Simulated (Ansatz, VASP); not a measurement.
MgO (Periclase): VASP beside Ansatz

```
Mg O
1.0
     0.00000    2.01850    2.01850
     2.01850    0.00000    2.01850
     2.01850    2.01850    0.00000
Mg O
1 1
Cartesian
  0.0000 0.0000 0.0000
  2.0185 2.0185 2.0185
```

Alike in both runs: task relaxation of the atoms; functional PBE; k mesh 13 × 13 × 13; occupations fermi-dirac, width 0.02 eV; no spin polarisation.

```csv
,VASP,Ansatz
version,VASP 6.6.1,Ansatz 0.2.0
potentials or method,"VASP PAW PBE potentials, release 64 (Mg, O)","plane-wave PAW, scalar-relativistic"
plane-wave cutoff (eV),520,420
valence electrons in the cell,8,16
```

```tsv
	VASP	Ansatz	Ansatz less VASP
gap on the k mesh at the Fermi level, each at its own relaxed structure (eV)	6.07	6.08	+0.011
```

The two sets of potentials don't hold the same shells in valence. Ansatz warned: «stress_scf_threshold_loose».

Caveats: the relaxation stopped at its first step, so nothing moved; an odd mesh through Γ misses points on the zone boundary, where band edges often lie.
